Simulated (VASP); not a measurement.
Input of a VASP 6.6.1 run:

Contents of POSCAR:

```
Cd
1.0
    2.9433548401      0.0000000000      0.0000000000
   -1.4716774201      2.5490200639      0.0000000000
    0.0000000000      0.0000000000      3.2317202093
Cd
1
Direct
    0.0000000000      0.0000000000      0.0000000000
```

Contents of INCAR.step1:

```
SYSTEM = Cd
PREC     = Accurate       ! precision mode
ENCUT    = 520            ! plane-wave cutoff, eV
ISMEAR   = 0              ! smearing method
SIGMA    = 0.1            ! smearing width, eV
LREAL    = .FALSE.        ! projectors in reciprocal space
LASPH    = .TRUE.         ! aspherical terms in the spheres
NELM     = 100            ! most SCF steps
NBANDS   = 12             ! bands
GGA      = PE             ! functional
ALGO     = Normal         ! electronic algorithm
EDIFF    = 1E-4           ! SCF threshold, eV
LWAVE    = .TRUE.         ! write WAVECAR
LCHARG   = .FALSE.        ! write CHGCAR
```

Contents of INCAR.step2:

```
SYSTEM = Cd
PREC     = Accurate       ! precision mode
ENCUT    = 520            ! plane-wave cutoff, eV
EDIFF    = 1E-7           ! SCF threshold, eV
ISMEAR   = 0              ! smearing method
SIGMA    = 0.1            ! smearing width, eV
LREAL    = .FALSE.        ! projectors in reciprocal space
LASPH    = .TRUE.         ! aspherical terms in the spheres
NELM     = 100            ! most SCF steps
ALGO     = Normal         ! electronic algorithm
ISIF     = 2              ! what is computed and relaxed
LWAVE    = .FALSE.        ! write WAVECAR
LCHARG   = .FALSE.        ! write CHGCAR
METAGGA  = R2SCAN         ! meta-GGA
LMIXTAU  = .TRUE.       
NBANDS   = 12             ! bands
ISTART   = 1
```

The input KPOINTS:

```
regular mesh
0
G
  21 21 18
  0 0 0
```

Potentials or basis: VASP PAW PBE potentials, release 64 (Cd).

Launch:

```bash
$ cat potpaw_PBE.64/Cd/POTCAR > POTCAR
$ cp INCAR.step1 INCAR
$ mpirun -np 1 vasp_std > vasp.out
$ cp INCAR.step2 INCAR
$ mpirun -np 1 vasp_std > vasp.out
```

Question: Estimate the band gap on the k mesh.

Answer: None (metal or under the smearing width).

Question: Predict the pressure.

Answer: 0.3 GPa.

Stress tensor (GPa, compression positive):
```
0.38 0.00 0.00
0.00 0.38 0.00
0.00 0.00 0.13
```

Caveat: the PAW data sets were made with another functional, which shifts forces and pressure a little.
